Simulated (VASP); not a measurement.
# TaS2 (P-3m1) in VASP: notebook

One crystal, TaS2, is run at these levels: PBE; tasks: single point.

All numbers are computed with VASP 6.6.1; they aren't measurements. Logs are shortened: lines on timing, memory, paths and dates and some standing lists are left out, and cuts for length are marked.

## 1. The crystal as given

Symmetry: P-3m1, No. 164, trigonal system. The conventional cell has a = 3.350 Å, b = 3.350 Å, c = 5.860 Å, α = 90.00°, β = 90.00°, γ = 120.00°. Ta (site symmetry -3m) is surrounded by 6 S at 2.43 Å. Around S (site symmetry 3m) lie 3 Ta at 2.43 Å.

## 2. Single point, PBE

The input, INCAR:

```
SYSTEM = TaS2
ALGO = Normal
EDIFF = 1E-6
ENCUT = 520
GGA = PE
ISIF = 2
ISMEAR = 0
LASPH = .True.
LCHARG = .True.
LELF = .True.
LREAL = .False.
LVHAR = .True.
LWAVE = .False.
NBANDS = 18
NELM = 100
PREC = Accurate
SIGMA = 0.023
```

The input, KPOINTS:

```
k-points
0
Gamma
  9 9 5
  0 0 0
```

The input, POSCAR:

```
TaS2
1.0
    3.3500000000      0.0000000000      0.0000000000
   -1.6750000000      2.9011851027      0.0000000000
    0.0000000000      0.0000000000      5.8600000000
Ta S
1 2
Direct
    0.0000000000      0.0000000000      0.0000000000
    0.6666666667      0.3333333333      0.7500000000
    0.3333333333      0.6666666667      0.2500000000
```

Potentials or basis: VASP PAW PBE potentials, release 64 (Ta_pv, S).

Command:

```sh
$ cat potpaw_PBE.64/Ta_pv/POTCAR potpaw_PBE.64/S/POTCAR > POTCAR
$ mpirun -np 1 vasp_std > vasp.out
```

OUTCAR:

```text
SYSTEM = TaS2
   EDIFF = 1E-6
   ENCUT = 520
   GGA = PE
   ISIF = 2
   ISMEAR = 0
   LASPH = .True.
   LREAL = .False.
   NELM = 100
   PREC = Accurate

 ion  position               nearest neighbor table
   1  0.000  0.000  0.000-   2 2.43   3 2.43   2 2.43   3 2.43   2 2.43   3 2.43
   2  0.667  0.333  0.750-   1 2.43   1 2.43   1 2.43
   3  0.333  0.667  0.250-   1 2.43   1 2.43   1 2.43

  LATTYP: Found a hexagonal cell.
 ALAT       =     3.3500000000
 C/A-ratio  =     1.7492537313

  Lattice vectors:

 A1 = (   3.3500000000,   0.0000000000,   0.0000000000)
 A2 = (  -1.6750000000,   2.9011851027,   0.0000000000)
 A3 = (   0.0000000000,   0.0000000000,   5.8600000000)

Analysis of symmetry for initial positions (statically):
=====================================================================
 Subroutine PRICEL returns:
 Original cell was already a primitive cell.

 Routine SETGRP: Setting up the symmetry group for a
 hexagonal supercell.

 Subroutine GETGRP returns: Found 12 space group operations
 (whereof 12 operations were pure point group operations)
 out of a pool of 24 trial point group operations.

The static configuration has the point symmetry D_3d.

Analysis of symmetry for dynamics (positions and initial velocities):
=====================================================================
 Subroutine PRICEL returns:
 Original cell was already a primitive cell.

 Routine SETGRP: Setting up the symmetry group for a
 hexagonal supercell.

 Subroutine GETGRP returns: Found 12 space group operations
 (whereof 12 operations were pure point group operations)
 out of a pool of 24 trial point group operations.

The dynamic configuration has the point symmetry D_3d.

 Subroutine INISYM returns: Found 12 space group operations
 (whereof 12 operations are pure point group operations),
 and found     1 'primitive' translations

----------------------------------------------------------------------------------------

                                     Primitive cell

  volume of cell :      56.9532

  direct lattice vectors                    reciprocal lattice vectors
     3.350000000  0.000000000  0.000000000     0.298507463  0.172343364  0.000000000
    -1.675000000  2.901185103  0.000000000     0.000000000  0.344686728  0.000000000
     0.000000000  0.000000000  5.860000000     0.000000000  0.000000000  0.170648464

  length of vectors
     3.350000000  3.350000000  5.860000000     0.344686728  0.344686728  0.170648464

  position of ions in fractional coordinates (direct lattice)
     0.000000000  0.000000000  0.000000000
     0.666666667  0.333333333  0.750000000
     0.333333333  0.666666667  0.250000000

  ion indices of the primitive-cell ions
   primitive index   ion index
                 1           1
                 2           2
                 3           3

----------------------------------------------------------------------------------------

 KPOINTS: k-points

Automatic generation of k-mesh.
 Grid dimensions read from file:
 generate k-points for:    9    9    5

 Generating k-lattice:

  Cartesian coordinates                     Fractional coordinates (reciprocal lattice)
     0.033167496  0.019149263  0.000000000     0.111111111 -0.000000000  0.000000000
     0.000000000  0.038298525  0.000000000     0.000000000  0.111111111  0.000000000
     0.000000000  0.000000000  0.034129693     0.000000000  0.000000000  0.200000000

  Length of vectors
     0.038298525  0.038298525  0.034129693

  Shift w.r.t. Gamma in fractional coordinates (k-lattice)
     0.000000000  0.000000000  0.000000000

 Subroutine IBZKPT returns following result:
 ===========================================

 Found     50 irreducible k-points:

 Following reciprocal coordinates:
            Coordinates               Weight
  0.000000  0.000000  0.000000      1.000000
  0.111111  0.000000  0.000000      6.000000
  0.222222  0.000000  0.000000      6.000000
  0.333333  0.000000  0.000000      6.000000
  0.444444  0.000000  0.000000      6.000000
  0.111111  0.111111  0.000000      6.000000
[... 42 lines left out ...]
 -0.222222 -0.444444  0.400000     12.000000
  0.333333  0.333333  0.400000      4.000000
   k-points           NKPTS =     50   k-points in BZ     NKDIM =     50   number of bands    NBANDS=     18
   number of dos      NEDOS =    301   number of ions     NIONS =      3
   total plane-waves  NPLWV =  37632
   dimension x,y,z NGX =    28 NGY =   28 NGZ =   48
   dimension x,y,z NGXF=    56 NGYF=   56 NGZF=   96
   ions per type =               1   2
   NGX,Y,Z   is equivalent  to a cutoff of  13.90, 13.90, 13.62 a.u.
   NGXF,Y,Z  is equivalent  to a cutoff of  27.79, 27.79, 27.23 a.u.
 SYSTEM =  TaS2
   PREC   = accura    normal or accurate (medium, high low for compatibility)
   ISTART =      0    job   : 0-new  1-cont  2-samecut
   ICHARG =      2    charge: 1-file 2-atom 10-const
   ISPIN  =      1    spin polarized calculation?
   LNONCOLLINEAR =      F non collinear calculations
   LSORBIT =      F    spin-orbit coupling
   LASPH  =      T    aspherical Exc in radial PAW
   ENCUT  =  520.0 eV  38.22 Ry    6.18 a.u.   6.23  6.23 10.90*2*pi/ulx,y,z
   NELM   =    100;   NELMIN=  2; NELMDL= -5     # of ELM steps
   EDIFF  = 0.1E-05   stopping-criterion for ELM
   LREAL  =      F    real-space projection
   EDIFFG = 0.1E-04   stopping-criterion for IOM
   NSW    =      0    number of steps for IOM
   IBRION =     -1    ionic relax: 0-MD 1-quasi-New 2-CG
   NFREE  =      0    steps in history (QN), initial steepest desc. (CG)
   ISIF   =      2    stress and relaxation
   ISYM   =      2    0-nonsym 1-usesym 2-fastsym
   POTIM  = 0.5000    time-step for ionic-motion
   TEBEG  =    0.0;   TEEND  =   0.0 temperature during run
   PSTRESS=    0.0 pullay stress
   NELECT =      23.0000    total number of electrons
   NUPDOWN=      -1.0000    fix difference up-down
   EMIN   =  10.00;   EMAX   =-10.00  energy-range for DOS
   EFERMI =   0.00;   METHOD = LEGACY
   ISMEAR =     0;   SIGMA  =   0.02  broadening in eV -4-tet -1-fermi 0-gaus
   EFERMI_NEDOS =   21; number of points for ismear=-14 and -15
   IALGO  =     38    algorithm
   IMIX   =      4    mixing-type and parameters
     AMIX     =   0.40;   BMIX     =  1.00
     AMIX_MAG =   1.60;   BMIX_MAG =  1.00
  volume/ion in A,a.u.               =      18.98       128.11
  Fermi-wavevector in a.u.,A,eV,Ry     =   1.210073  2.286706 19.922686  1.464276
  Thomas-Fermi vector in A             =   2.345631
   LORBIT       =      0    0 simple, 1 ext, 2 COOP (PROOUT), +10 PAW based schemes
   GGA     = PE    functional components
   LHFCALC =     F    Hartree Fock is set to
   AEXX    =    0.0000 exact exchange contribution
   IVDW    =     0    specifies the selected vdW correction
   LEPSILON=     F    determine dielectric tensor
   LRPA    =     F    only Hartree local field effects (RPA)
 non-spin polarized calculation
 Gauss-broadening in eV      SIGMA  =   0.02
  energy-cutoff  :      520.00
  volume of cell :       56.95
 maximum number of plane-waves:      1569
 NGX is ok and might be reduce to    28
   NGX = 13   NGY = 13   NGZ = 21

 number of electron      22.9999999 magnetization

 Free energy of the ion-electron system (eV)
  ---------------------------------------------------
  ext. energy  EPLUGINS =         0.00000000
  ---------------------------------------------------
  free energy    TOTEN  =       -23.01274117 eV

  energy without entropy =      -23.01203349  energy(sigma->0) =      -23.01238733

 E-fermi :   5.6697     XC(G=0): -10.5172

 val. band max:        5.6635728899   @ k =   0.2222   0.1111   0.0000
 cond. band min:       5.6724528295   @ k =   0.0000   0.0000   0.4000
 fundamental gap:      0.0088799396
 Fermi energy:         5.6696589276

 k-point     1 :       0.0000    0.0000    0.0000
  band No.  band energies     occupation
      1     -29.6006      2.00000
      2     -29.5793      2.00000
      3     -29.5793      2.00000
      4      -9.4864      2.00000
      5      -7.4017      2.00000
      6      -1.3253      2.00000
[... 10 lines left out ...]
     17      10.8929      0.00000
     18      11.2595      0.00000

 k-point     2 :       0.1111    0.0000    0.0000
  band No.  band energies     occupation
      1     -29.6154      2.00000
      2     -29.5936      2.00000
      3     -29.5874      2.00000
      4      -9.2937      2.00000
      5      -7.4116      2.00000
      6      -1.0958      2.00000
[... 10 lines left out ...]
     17      11.8561      0.00000
     18      12.0453      0.00000

 k-point     3 :       0.2222    0.0000    0.0000
  band No.  band energies     occupation
      1     -29.7057      2.00000
      2     -29.6081      2.00000
      3     -29.5759      2.00000
      4      -8.7718      2.00000
      5      -7.4331      2.00000
      6      -0.4850      2.00000
[... 10 lines left out ...]
     17      12.7909      0.00000
     18      13.2892      0.00000

 k-point     4 :       0.3333    0.0000    0.0000
  band No.  band energies     occupation
      1     -29.8064      2.00000
      2     -29.6315      2.00000
      3     -29.5558      2.00000
      4      -8.1282      2.00000
      5      -7.4056      2.00000
      6      -0.3046      2.00000
[... 711 lines left out ...]
      4      -8.0763      2.00000
      5      -7.4522      2.00000
      6      -0.5703      2.00000
[... 10 lines left out ...]
     17      11.4540      0.00000
     18      11.6159      0.00000

 k-point    39 :       0.4444    0.0000    0.4000
  band No.  band energies     occupation
      1     -29.8710      2.00000
      2     -29.6468      2.00000
      3     -29.5427      2.00000
      4      -7.8655      2.00000
      5      -7.0956      2.00000
      6      -1.2464      2.00000
[... 10 lines left out ...]
     17      11.3479      0.00000
     18      12.1780      0.00000

 k-point    40 :       0.0000    0.4444    0.4000
  band No.  band energies     occupation
      1     -29.8710      2.00000
      2     -29.6468      2.00000
      3     -29.5427      2.00000
      4      -7.9075      2.00000
      5      -7.0313      2.00000
      6      -1.3044      2.00000
[... 10 lines left out ...]
     17      11.0444      0.00000
     18      11.5219      0.00000

 [... further k-points ...]

------------------------ aborting loop because EDIFF is reached ----------------------------------------

  FORCE on cell =-STRESS in cart. coord.  units (eV):
  Direction    XX          YY          ZZ          XY          YZ          ZX
  --------------------------------------------------------------------------------------
  -------------------------------------------------------------------------------------
  Total        2.6434544      2.6434544      4.4643005      0.0000000      0.0000000      0.0000000
  in kB       74.3643087     74.3643087    125.5874199      0.0000000      0.0000000      0.0000000
  external PRESSURE =      91.4386791 kB  Pullay stress =       0.0000000 kB

 VOLUME and BASIS-vectors are now :
 -----------------------------------------------------------------------------
  energy-cutoff  :      520.00
  volume of cell :       56.95
      direct lattice vectors                 reciprocal lattice vectors
     3.350000000  0.000000000  0.000000000     0.298507463  0.172343364  0.000000000
    -1.675000000  2.901185103  0.000000000     0.000000000  0.344686728  0.000000000
     0.000000000  0.000000000  5.860000000     0.000000000  0.000000000  0.170648464

 POSITION                                       TOTAL-FORCE (eV/Angst)
 -----------------------------------------------------------------------------------
      0.00000      0.00000      0.00000        -0.000000      0.000000      0.000000
      1.67500      0.96706      4.39500        -0.000000     -0.000000     -1.261468
     -0.00000      1.93412      1.46500         0.000000      0.000000      1.261468
 -----------------------------------------------------------------------------------
    total drift:                               -0.000000     -0.000000     -0.000000

  FREE ENERGIE OF THE ION-ELECTRON SYSTEM (eV)
  ---------------------------------------------------
  free  energy   TOTEN  =       -23.0127411703 eV

  energy  without entropy=      -23.0120334940  energy(sigma->0) =      -23.01238733
```

Wall time 47 s (1 thread of Intel Xeon Platinum 8488C (Sapphire Rapids), shared host); peak memory 0.21 GiB.

Results:

- Free energy: -23.0127 eV
- Pressure: 9.1 GPa
- Largest force: 1.261 eV/Å
- Band gap on the k mesh: none (metal or under the smearing width)

Forces in eV/Å, atoms in the order of the input:
```
Ta   0.000  0.000  0.000
S    0.000  0.000 -1.261
S    0.000  0.000  1.261
```

Stress tensor (GPa, compression positive):
```
 7.44  0.00  0.00
 0.00  7.44  0.00
 0.00  0.00 12.56
```

Caveat: this functional lacks dispersion, which binds the layers, so the pressure and a relaxed spacing across them are unreliable; forces of over 1 eV/Å show positions far from the minimum, so gaps and moduli don't describe the material at rest.

[end of part 1 of 2]
